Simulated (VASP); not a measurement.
Wanted: the native input for a VASP 6.6.1 run.

| Property | Result |
| --- | --- |
| Task | single point |
| Functional | PBEsol |
| Potentials or basis | VASP PAW PBE potentials, release 64 (Li_sv, F) |
| Cutoff | 520 eV |
| k mesh | 8 × 8 × 8 |
| Occupations | gaussian, width 0.01 eV |
| Spin | no spin polarisation |
| Dipole correction | no |
| Further INCAR settings | ALGO = Normal; EDIFF = 1e-06; NBANDS = 12 |

The structure of LiF lies in POSCAR:

```
LiF
1.0
    2.5162584438      0.0000000000      0.0000000000
    0.0000000000      2.5162584438      0.0000000000
    0.0000000000      0.0000000000      2.5162584438
Li F
1 1
Direct
    0.0000000000      0.0000000000      0.0000000000
    0.5000000000      0.5000000000      0.5000000000
```

The cell was built by a generator and needn't be a form met in nature.

These files were run (other wordings do the same):

INCAR

```
SYSTEM = LiF
ALGO     = Normal         ! electronic algorithm
EDIFF    = 1E-6           ! SCF threshold, eV
ENCUT    = 520            ! plane-wave cutoff, eV
GGA      = PS             ! functional
ISIF     = 2              ! what is computed and relaxed
ISMEAR   = 0              ! smearing method
LASPH    = .True.         ! aspherical terms in the spheres
LCHARG   = .False.        ! write CHGCAR
LREAL    = .False.        ! projectors in reciprocal space
LWAVE    = .False.        ! write WAVECAR
NBANDS   = 12             ! bands
NELM     = 60             ! most SCF steps
PREC     = Accurate       ! precision mode
SIGMA    = 0.01           ! smearing width, eV
```

KPOINTS

```
k-points
0
Gamma
  8 8 8
  0 0 0
```

Potentials or basis: VASP PAW PBE potentials, release 64 (Li_sv, F).

The run is started by

```sh
$ cat potpaw_PBE.64/Li_sv/POTCAR potpaw_PBE.64/F/POTCAR > POTCAR
$ mpirun -np 1 vasp_std > vasp.out
```

Results of the run:

```json
{
 "Band gap on the k mesh": "7.81 eV, indirect (least direct gap 8.54 eV)"
}
```

Wall time 3.2 s on 1 thread of AMD EPYC 9R45 96-Core Processor (Zen 5) (shared host), peak memory 0.09 GiB.
